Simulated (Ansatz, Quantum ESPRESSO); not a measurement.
Given: the input of a run of Quantum ESPRESSO 7.5 on CuO. Atoms were shifted at random by some hundredths of an Å from the given cell, which wasn't relaxed again for these runs. The cell comes from a database or a generator and needn't be the stable form of this composition.

File pw.in:

```
&CONTROL
  calculation = 'scf'
  prefix = 'pwscf'
  outdir = './tmp'
  pseudo_dir = './pseudo'
  tprnfor = .true.
  tstress = .true.
  disk_io = 'nowf'
/
&SYSTEM
  ibrav = 0
  nat = 2
  ntyp = 2
  ecutwfc = 55
  ecutrho = 440
  nbnd = 15
  occupations = 'smearing'
  smearing = 'fd'
  degauss = 0.00367493
/
&ELECTRONS
  conv_thr = 4d-10
  electron_maxstep = 120
  mixing_beta = 0.5
/
ATOMIC_SPECIES
Cu    63.5460 Cu.paw.z_11.ld1.psl.v1.0.0-low.upf
O     15.9990 O.pbe-n-kjpaw_psl.0.1.UPF
CELL_PARAMETERS angstrom
   2.8363251100    0.0000000000    0.0000000000
  -1.4181625500    2.4563296000    0.0000000000
   0.0000000000    0.0000000000    2.7681127800
ATOMIC_POSITIONS crystal
Cu     0.0118650000    0.0046010000   -0.0191100000
O      0.6452750000    0.3278360000    0.5076110000
K_POINTS automatic
11 11 10 0 0 0
```

Potentials or basis: SSSP 1.3 efficiency PBE.

Launch:

```console
$ OMP_NUM_THREADS=1 pw.x -in pw.in > pw.out
```

**Question.** What does the same run look like in Ansatz 0.2.0? Potentials or basis there: Ansatz PAW, cutoff 420 eV.

**Answer.** As run (cutoffs and basis follow the program's own potentials, and thresholds, step limits or extra output files can differ):

File input.yaml:

```yaml
crystal:
  lattice:
    - [2.83632511, 0.0, 0.0]
    - [-1.41816255, 2.4563296, 0.0]
    - [0.0, 0.0, 2.76811278]
  atoms:
    - { symbol: Cu, position: [0.011865, 0.004601, -0.01911] }
    - { symbol: O, position: [0.645275, 0.327836, 0.507611] }
hamiltonian:
  xc: pbe
  pseudopotentials: { kind: paw }
kpoints:
  mp_grid: { grid: [11, 11, 10] }
scf:
  occupations: { method: fermi_dirac, width: 0.05 }
output:
  forces: true
  stress: true
  eigenvalues: true
  write_density: true
  write_potential: true
  elf: true
  volumetric_format: npy
```

Potentials or basis: Ansatz PAW.

Command:

```console
$ ansatz run input.yaml --threads 2 --pin off --max-ram 5120MiB --backend cpu --events-out ev --progress --plain --runs-dir out
```

Both were run:

|  | Quantum ESPRESSO | Ansatz |
| --- | --- | --- |
| Pressure | 0.0 GPa | 0.4 GPa |
| Largest force | 0.283 eV/Å | 0.280 eV/Å |
| Energy over the undisturbed cell | 3.0 meV/atom | 2.9 meV/atom |

Ansatz's pressure holds a Pulay term of +0.74 GPa for its cutoff of 420 eV, which the other run lacks.

The potentials hold 17 and 25 valence electrons a cell.

Where Ansatz's input types no cutoff or centring, it takes its own default and a Γ-centred mesh.

Pressure is positive in compression.
